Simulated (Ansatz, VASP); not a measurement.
## One calculation of AlGaN2, two programs

```
Al Ga N
1.0
     3.03342    0.00000    0.00000
     0.00000    3.03342    0.00000
     0.00000    0.00000    4.26013
Al Ga N
1 1 2
Cartesian
  1.5167 1.5167 2.1301
  0.0000 0.0000 0.0000
  1.5167 0.0000 3.1512
  0.0000 1.5167 1.1090
```

Alike in both runs: functional LDA; k mesh 8 × 8 × 6; occupations gaussian, width 0.02 eV; no spin polarisation.

Ansatz relaxed the structure, and its values are those at the end. VASP's run is a single point on that final structure, the one shown.

|  | VASP | Ansatz |
| --- | --- | --- |
| version | VASP 6.6.1 | Ansatz 0.2.0 |
| potentials or method | VASP PAW LDA potentials, release 64 (Al, Ga_d, N) | scalar-relativistic, plane waves, PAW |
| plane-wave cutoff (eV) | 520 | 420 |
| valence electrons in the cell | 26 | 26 |

```csv
,VASP,Ansatz,Ansatz less VASP
gap on the k mesh at the Fermi level (eV),3.27,3.29,+0.019
least direct gap on the mesh (eV),3.57,3.58,+0.018
pressure (GPa),21.3,20.0,-1.26
rms of the force components (eV/Å),0.012,0.001,-0.0120
```

Caveats: so large a pressure means that the cell lies far from this level's equilibrium, or that cutoff or potentials fall short (VASP). A k mesh can miss the band edges. A hybrid or GW would open this gap; LDA tends to underestimate it.
